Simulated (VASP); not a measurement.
# Fe (Fmmm) in VASP: further runs

One crystal, Fe, is run at these levels: PBEsol; tasks: single point.

All numbers are computed with VASP 6.6.1; they aren't measurements. Logs are shortened: lines on timing, memory, paths and dates and some standing lists are left out, and cuts for length are marked.

## Step 1: The crystal as given

Symmetry: Fmmm, No. 69, orthorhombic system. Conventional cell: a = 2.997 Å, b = 3.883 Å, c = 3.930 Å, α = 90.00°, β = 90.00°, γ = 90.00°. Fe (site symmetry mmm) is surrounded by 12 Fe at 2.45 to 2.76 Å.

## Step 2: Single point, PBEsol, collinear spin, ferromagnetic start

INCAR reads:

```
SYSTEM = Fe
ADDGRID = .False.
ALGO = Normal
EDIFF = 1E-6
ENCUT = 550
GGA = PS
ISIF = 2
ISMEAR = -1
ISPIN = 2
LASPH = .True.
LCHARG = .False.
LMAXMIX = 4
LORBIT = 11
LREAL = .False.
LWAVE = .False.
MAGMOM = 3
NELM = 100
PREC = Normal
SIGMA = 0.15
```

KPOINTS reads:

```
k-points
0
Gamma
  14 14 14
  0 0 0
```

POSCAR reads:

```
Fe
1.0
    0.0000000000      1.9417396906      1.9651051623
    1.4984397099      0.0000000000      1.9651051623
    1.4984397099      1.9417396906      0.0000000000
Fe
1
Direct
    0.0000000000      0.0000000000      0.0000000000
```

Potentials or basis: VASP PAW PBE potentials, release 64 (Fe).

Launch:

```console
$ cat potpaw_PBE.64/Fe/POTCAR > POTCAR
$ mpirun -np 1 vasp_std > vasp.out
```

OUTCAR:

```text
SYSTEM = Fe
   EDIFF = 1E-6
   ENCUT = 550
   GGA = PS
   ISIF = 2
   ISMEAR = -1
   ISPIN = 2
   LASPH = .True.
   LORBIT = 11
   LREAL = .False.
   NELM = 100
   PREC = Normal

 Found    428 irreducible k-points:

 Following reciprocal coordinates:
            Coordinates               Weight
  0.000000  0.000000  0.000000      1.000000
  0.071429 -0.000000 -0.000000      8.000000
  0.142857  0.000000 -0.000000      8.000000
  0.214286  0.000000 -0.000000      8.000000
  0.285714  0.000000  0.000000      8.000000
  0.357143  0.000000 -0.000000      8.000000
   k-points           NKPTS =    428   k-points in BZ     NKDIM =    428   number of bands    NBANDS=     10
   number of dos      NEDOS =    301   number of ions     NIONS =      1
   total plane-waves  NPLWV =   3136
   dimension x,y,z NGX =    16 NGY =   14 NGZ =   14
   dimension x,y,z NGXF=    32 NGYF=   28 NGZF=   28
   ions per type =               1
   NGX,Y,Z   is equivalent  to a cutoff of   9.63,  9.42,  9.49 a.u.
   NGXF,Y,Z  is equivalent  to a cutoff of  19.26, 18.84, 18.98 a.u.
 SYSTEM =  Fe
   PREC   = normal    normal or accurate (medium, high low for compatibility)
   ISTART =      0    job   : 0-new  1-cont  2-samecut
   ICHARG =      2    charge: 1-file 2-atom 10-const
   ISPIN  =      2    spin polarized calculation?
   LNONCOLLINEAR =      F non collinear calculations
   LSORBIT =      F    spin-orbit coupling
   LASPH  =      T    aspherical Exc in radial PAW
   ENCUT  =  550.0 eV  40.42 Ry    6.36 a.u.   5.28  4.73  4.69*2*pi/ulx,y,z
   NELM   =    100;   NELMIN=  2; NELMDL= -5     # of ELM steps
   EDIFF  = 0.1E-05   stopping-criterion for ELM
   LREAL  =      F    real-space projection
   EDIFFG = 0.1E-04   stopping-criterion for IOM
   NSW    =      0    number of steps for IOM
   IBRION =     -1    ionic relax: 0-MD 1-quasi-New 2-CG
   NFREE  =      0    steps in history (QN), initial steepest desc. (CG)
   ISIF   =      2    stress and relaxation
   ISYM   =      2    0-nonsym 1-usesym 2-fastsym
   POTIM  = 0.5000    time-step for ionic-motion
   TEBEG  =    0.0;   TEEND  =   0.0 temperature during run
   PSTRESS=    0.0 pullay stress
   NELECT =       8.0000    total number of electrons
   NUPDOWN=      -1.0000    fix difference up-down
   EMIN   =  10.00;   EMAX   =-10.00  energy-range for DOS
   EFERMI =   0.00;   METHOD = LEGACY
   ISMEAR =    -1;   SIGMA  =   0.15  broadening in eV -4-tet -1-fermi 0-gaus
   EFERMI_NEDOS =   21; number of points for ismear=-14 and -15
   IALGO  =     38    algorithm
   IMIX   =      4    mixing-type and parameters
     AMIX     =   0.40;   BMIX     =  1.00
     AMIX_MAG =   1.60;   BMIX_MAG =  1.00
  volume/ion in A,a.u.               =      11.44        77.17
  Fermi-wavevector in a.u.,A,eV,Ry     =   1.453303  2.746344 28.736719  2.112089
  Thomas-Fermi vector in A             =   2.570585
   LORBIT       =     11    0 simple, 1 ext, 2 COOP (PROOUT), +10 PAW based schemes
   GGA     = PS    functional components
   LHFCALC =     F    Hartree Fock is set to
   AEXX    =    0.0000 exact exchange contribution
   IVDW    =     0    specifies the selected vdW correction
   LEPSILON=     F    determine dielectric tensor
   LRPA    =     F    only Hartree local field effects (RPA)
 spin polarized calculation
  energy-cutoff  :      550.00
  volume of cell :       11.44
 maximum number of plane-waves:       348
   NGX = 11   NGY =  9   NGZ =  9

 number of electron       7.9999994 magnetization       2.2082562

 Free energy of the ion-electron system (eV)
  ---------------------------------------------------
  ext. energy  EPLUGINS =         0.00000000
  ---------------------------------------------------
  free energy    TOTEN  =        -8.91675784 eV

  energy without entropy =       -8.84163902  energy(sigma->0) =       -8.87919843

 E-fermi :   5.6428     XC(G=0): -13.2396

 val. band max:        5.6393626218   @ k =  -0.0714   0.2143   0.2143
 cond. band min:       5.6433546286   @ k =  -0.1429   0.4286   0.4286
 fundamental gap:      0.0039920068
 Fermi energy:         5.6427932667

 spin component 1

 k-point     1 :       0.0000    0.0000    0.0000
  band No.  band energies     occupation
      1      -2.8854      1.00000
      2       3.1494      1.00000
      3       3.2426      1.00000
      4       3.5830      1.00000
      5       4.3178      0.99985
      6       4.7112      0.99800
      7      29.3817      0.00000
      8      30.8584      0.00000
      9      31.1202      0.00000
     10      35.0576      0.00000

 k-point     2 :       0.0714   -0.0000   -0.0000
  band No.  band energies     occupation
      1      -2.6802      1.00000
      2       3.1624      1.00000
      3       3.2524      1.00000
      4       3.6155      1.00000
      5       4.2858      0.99988
      6       4.6868      0.99830
      7      28.5453      0.00000
      8      30.1452      0.00000
      9      30.8327      0.00000
     10      34.3130      0.00000

 k-point     3 :       0.1429    0.0000   -0.0000
  band No.  band energies     occupation
      1      -2.0859      1.00000
      2       3.1351      1.00000
      3       3.1942      1.00000
      4       3.8396      0.99999
      5       4.2227      0.99992
      6       4.6429      0.99873
      7      25.8113      0.00000
      8      29.1129      0.00000
      9      30.4192      0.00000
     10      33.5252      0.00000

 k-point     4 :       0.2143    0.0000   -0.0000
  band No.  band energies     occupation
      1      -1.1833      1.00000
      2       2.9886      1.00000
      3       3.1007      1.00000
      4       4.2076      0.99993
      5       4.2814      0.99989
      6       4.6244      0.99888
      7      22.5083      0.00000
      8      27.7816      0.00000
      9      29.9188      0.00000
     10      31.7120      0.00000

 k-point     5 :       0.2857    0.0000    0.0000
  band No.  band energies     occupation
      1      -0.1890      1.00000
      2       2.7814      1.00000
      3       3.1837      1.00000
      4       4.2508      0.99991
      5       4.6596      0.99858
      6       4.8315      0.99554
      7      19.2163      0.00000
      8      26.4455      0.00000
      9      29.0900      0.00000
     10      30.2978      0.00000

 k-point     6 :       0.3571    0.0000   -0.0000
  band No.  band energies     occupation
      1       0.4750      1.00000
      2       2.5934      1.00000
      3       3.8067      1.00000
      4       4.3276      0.99984
      5       4.7537      0.99734
      6       5.3694      0.86086
      7      16.1761      0.00000
      8      25.3674      0.00000
      9      27.8309      0.00000
     10      29.7973      0.00000

 [... further k-points ...]

 spin component 2

 k-point     1 :       0.0000    0.0000    0.0000
  band No.  band energies     occupation
      1      -2.6189      1.00000
      2       5.0272      0.98376
      3       5.1633      0.96070
      4       5.6498      0.48841
      5       6.8463      0.00033
      6       7.4426      0.00001
      7      29.2728      0.00000
      8      30.8018      0.00000
      9      31.0941      0.00000
     10      35.4940      0.00000

 k-point     2 :       0.0714   -0.0000   -0.0000
  band No.  band energies     occupation
      1      -2.4127      1.00000
      2       5.0377      0.98260
      3       5.1716      0.95857
      4       5.6782      0.44123
      5       6.8031      0.00044
      6       7.4121      0.00001
      7      28.6310      0.00000
      8      30.1558      0.00000
      9      30.8754      0.00000
     10      34.8745      0.00000

 k-point     3 :       0.1429    0.0000   -0.0000
  band No.  band energies     occupation
      1      -1.8116      1.00000
      2       5.0013      0.98630
      3       5.1076      0.97256
      4       5.8942      0.15764
      5       6.7081      0.00082
      6       7.3537      0.00001
      7      26.2460      0.00000
      8      29.1747      0.00000
      9      30.6323      0.00000
     10      34.1105      0.00000

 k-point     4 :       0.2143    0.0000   -0.0000
  band No.  band energies     occupation
      1      -0.8769      1.00000
      2       4.8641      0.99447
      3       4.9240      0.99177
      4       6.3614      0.00824
      5       6.6520      0.00120
      6       7.3187      0.00001
      7      23.1625      0.00000
      8      27.9185      0.00000
      9      30.3320      0.00000
     10      32.4333      0.00000

 k-point     5 :       0.2857    0.0000    0.0000
  band No.  band energies     occupation
      1       0.2509      1.00000
      2       4.6452      0.99871
      3       4.7871      0.99668
      4       6.6740      0.00103
      5       6.9630      0.00015
      6       7.3339      0.00001
      7      20.0451      0.00000
      8      26.5983      0.00000
      9      29.7505      0.00000
     10      30.8456      0.00000

 k-point     6 :       0.3571    0.0000   -0.0000
  band No.  band energies     occupation
      1       1.2746      1.00000
      2       4.4288      0.99969
      3       4.9616      0.98945
      4       6.7228      0.00075
      5       7.3961      0.00001
      6       7.5655      0.00000
      7      17.1902      0.00000
      8      25.5062      0.00000
      9      28.5144      0.00000
     10      30.3498      0.00000

 [... further k-points ...]

------------------------ aborting loop because EDIFF is reached ----------------------------------------

  FORCE on cell =-STRESS in cart. coord.  units (eV):
  Direction    XX          YY          ZZ          XY          YZ          ZX
  --------------------------------------------------------------------------------------
  -------------------------------------------------------------------------------------
  Total       -1.0520397     -0.4128144     -0.5557411      0.0000000      0.0000000      0.0000000
  in kB     -147.3997144    -57.8388044    -77.8640541      0.0000000      0.0000000      0.0000000
  external PRESSURE =     -94.3675243 kB  Pullay stress =       0.0000000 kB

 VOLUME and BASIS-vectors are now :
 -----------------------------------------------------------------------------
  energy-cutoff  :      550.00
  volume of cell :       11.44
      direct lattice vectors                 reciprocal lattice vectors
     0.000000000  1.941739691  1.965105162    -0.333680426  0.257501045  0.254439309
     1.498439710  0.000000000  1.965105162     0.333680426 -0.257501045  0.254439309
     1.498439710  1.941739691  0.000000000     0.333680426  0.257501045 -0.254439309

 POSITION                                       TOTAL-FORCE (eV/Angst)
 -----------------------------------------------------------------------------------
      0.00000      0.00000      0.00000         0.000000     -0.000000      0.000000
 -----------------------------------------------------------------------------------
    total drift:                               -0.000000     -0.000000     -0.000000

  FREE ENERGIE OF THE ION-ELECTRON SYSTEM (eV)
  ---------------------------------------------------
  free  energy   TOTEN  =        -8.9167578381 eV

  energy  without entropy=       -8.8416390190  energy(sigma->0) =       -8.87919843

 total charge

# of ion       s       p       d       tot
------------------------------------------
    1        0.488   0.539   6.233   7.260

 magnetization (x)

# of ion       s       p       d       tot
------------------------------------------
    1       -0.013  -0.047   2.256   2.196
```

Wall time 45 s (1 thread of Intel Xeon Platinum 8259CL at 2.50GHz (Skylake/Cascade Lake), shared host); peak memory 0.19 GiB.

These settings aren't checked as converged: the numbers below hold their error.

What came out:

```yaml
Free_energy: -8.9168 eV
Pressure: -9.4 GPa
Band_gap_on_the_k_mesh: none (metal or under the smearing width)
Net_moment: 2.21 μB per cell
Site_moments: Fe +2.20 μB
Valence_electrons_inside_the_program's_atomic_spheres: Fe 7.26
```

Caveat: the PAW data sets were made with another functional, which shifts forces and pressure a little.

(Part 1 of 2 ends here.)
